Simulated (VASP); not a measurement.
Wanted: the native input for a VASP 6.6.1 run.

```yaml
Task: single point
Functional: RPBE
Potentials_or_basis: VASP PAW PBE potentials, release 64 (Ca_sv)
Cutoff: 520 eV
k_mesh: 11 × 11 × 11
Occupations: fermi-dirac, width 0.1 eV
Spin: no spin polarisation
Dipole_correction: no
Further_INCAR_settings: ALGO = Normal; EDIFF = 1e-06; NBANDS = 11
```

The structure of Ca lies in POSCAR:

```
Ca
1.0
   -2.2015789157      2.2015789157      2.2015789157
    2.2015789157     -2.2015789157      2.2015789157
    2.2015789157      2.2015789157     -2.2015789157
Ca
1
Direct
    0.0000000000      0.0000000000      0.0000000000
```

This isn't the form of Ca at room conditions, which is fcc.

The input as run:

INCAR

```
SYSTEM = Ca
ALGO     = Normal         ! electronic algorithm
EDIFF    = 1E-6           ! SCF threshold, eV
ENCUT    = 520            ! plane-wave cutoff, eV
GGA      = RP             ! functional
ISIF     = 2              ! what is computed and relaxed
ISMEAR   = -1             ! smearing method
LASPH    = .True.         ! aspherical terms in the spheres
LCHARG   = .False.        ! write CHGCAR
LREAL    = .False.        ! projectors in reciprocal space
LWAVE    = .False.        ! write WAVECAR
NBANDS   = 11             ! bands
NELM     = 60             ! most SCF steps
PREC     = Accurate       ! precision mode
SIGMA    = 0.1            ! smearing width, eV
```

KPOINTS

```
k-points
0
Gamma
  11 11 11
  0 0 0
```

Potentials or basis: VASP PAW PBE potentials, release 64 (Ca_sv).

Run with:

```console
$ cat potpaw_PBE.64/Ca_sv/POTCAR > POTCAR
$ mpirun -np 1 vasp_std > vasp.out
```

It gave:

- Pressure: 0.7 GPa
- Band gap on the k mesh: none (metal or under the smearing width)

Caveat: the PAW data sets were made with another functional, which shifts forces and pressure a little.

It took 7.9 s on 1 thread of Intel(R) Xeon(R) 6975P-C (Granite Rapids), on a shared host, peak memory 0.16 GiB.
